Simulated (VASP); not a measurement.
**Si in VASP: how settings move the PBE single point**

The PBE single point of Si (diamond), under -2.0 % biaxial strain in x and y, free along z is repeated with altered inputs. Which of them can be trusted?

Code: VASP 6.6.1. PAW datasets, plane waves. Spin-unpolarised (in the reference); all numbers are computed.

### 1 The system as given

The cell comes from an earlier relaxation with r2SCAN in another program, then strained, with the atoms relaxed again. Some of the altered inputs switch spin polarisation on.

It is tetragonal, I4_1/amd (No. 141); conventional cell a = 3.773 Å, c = 5.524 Å, 19.66 Å³ an atom. Near Si stand 4 Si at 2.34 Å.

The structure in full:

```cif
data_structure
_symmetry_space_group_name_H-M 'P 1'
_symmetry_Int_Tables_number 1
_cell_length_a 3.8400
_cell_length_b 3.8400
_cell_length_c 3.7727
_cell_angle_alpha 60.578
_cell_angle_beta 60.578
_cell_angle_gamma 58.844
_cell_volume 39.31
loop_
_atom_site_label
_atom_site_type_symbol
_atom_site_fract_x
_atom_site_fract_y
_atom_site_fract_z
_atom_site_occupancy
Si1 Si 0.00000 0.00000 0.00000 1
Si2 Si 0.25000 0.25000 0.25000 1
```

### 2 Baseline

INCAR reads:

```
ENCUT = 520.000000
SIGMA = 0.020000
EDIFF = 1.00e-07
GGA = PE
PREC = Accurate
IBRION = -1
ISIF = 2
ISMEAR = -1
NBANDS = 11
NELM = 120
NSW = 0
LASPH = .TRUE.
LCHARG = .FALSE.
LWAVE = .FALSE.
LREAL = .FALSE.
```

KPOINTS reads:

```
KPOINTS created by Atomic Simulation Environment
0
Gamma
8 8 8
0 0 0
```

POSCAR reads:

```
Si
 1.0000000000000000
     0.0000000000000000    2.6676765176999999    2.7620476182000000
     2.6676765176999999    0.0000000000000000    2.7620476182000000
     2.6676765176999999    2.6676765176999999    0.0000000000000000
 Si
   2
Cartesian
  0.0000000000000000  0.0000000000000000  0.0000000000000000
  1.3338382588500000  1.3338382588500000  1.3810238091000000
```

A file KPOINTS_OPT adds named points for the levels; it doesn't enter the self-consistent loop.

Potentials: the recommended PBE PAW datasets, 8 valence electrons.

Launch:

```console
> mpirun -np 1 vasp_std
```

### 3 Altered input 1

INCAR, as its differences from that of step 2:

```diff
@@ -4,3 +4,2 @@
 GGA = PE
-PREC = Accurate
 IBRION = -1
@@ -15 +14,4 @@
 LREAL = .FALSE.
+PREC = High
+ISPIN = 2
+MAGMOM = 0.5 0.5
```

KPOINTS is that of step 2.

POSCAR is that of step 2.

### 4 Altered input 2

INCAR reads:

```
ENCUT = 520.000000
EDIFF = 1.00e-07
GGA = PE
PREC = Accurate
IBRION = -1
ISIF = 2
NBANDS = 11
NSW = 0
LASPH = .TRUE.
LCHARG = .FALSE.
LWAVE = .FALSE.
LREAL = .FALSE.
ISMEAR = -5
SIGMA = 0.5
NELM = 71
```

KPOINTS is that of step 2.

POSCAR is that of step 2.

### 5 Altered input 3

INCAR reads:

```
SIGMA = 0.020000
EDIFF = 1.00e-07
GGA = PE
PREC = Accurate
IBRION = -1
ISIF = 2
ISMEAR = -1
NBANDS = 11
NSW = 0
LASPH = .TRUE.
LCHARG = .FALSE.
LWAVE = .FALSE.
LREAL = .FALSE.
ENCUT = 800
ALGO = Conjugate
NELM = 74
```

KPOINTS is that of step 2.

POSCAR is that of step 2.

**Question.** What will these runs give? Wanted: for each run, changed; ending; energy change; pressure; electronic steps; usable.

As calculated:

| run | changed | ending | energy change (meV/atom) | pressure (GPa) | gap on the mesh (eV; negative: overlap) | electronic steps | time | usable |
| --- | --- | --- | --- | --- | --- | --- | --- | --- |
| ref. | – | converged | 0 | 3.8 | 0.40 | 13 | 25 s | yes |
| 1 | PREC = High, ISPIN = 2, MAGMOM = 0.5 0.5 | converged | 0.0 | 3.8 | – | 15 | 50 s | yes |
| 2 | ISMEAR = -5, SIGMA = 0.5, NELM = 71 | converged | 0.0 | 3.8 | 0.40 | 13 | 23 s | yes |
| 3 | ENCUT = 800, ALGO = Conjugate, NELM = 74 | converged | -0.1 | 3.8 | 0.40 | 13 | 30 s | yes |

**Reading.** Of 3 altered inputs, 3 gave usable results. Among the usable ones with comparable energies, «ENCUT = 800, ALGO = Conjugate, NELM = 74» moves the energy most, by -0.1 meV/atom.
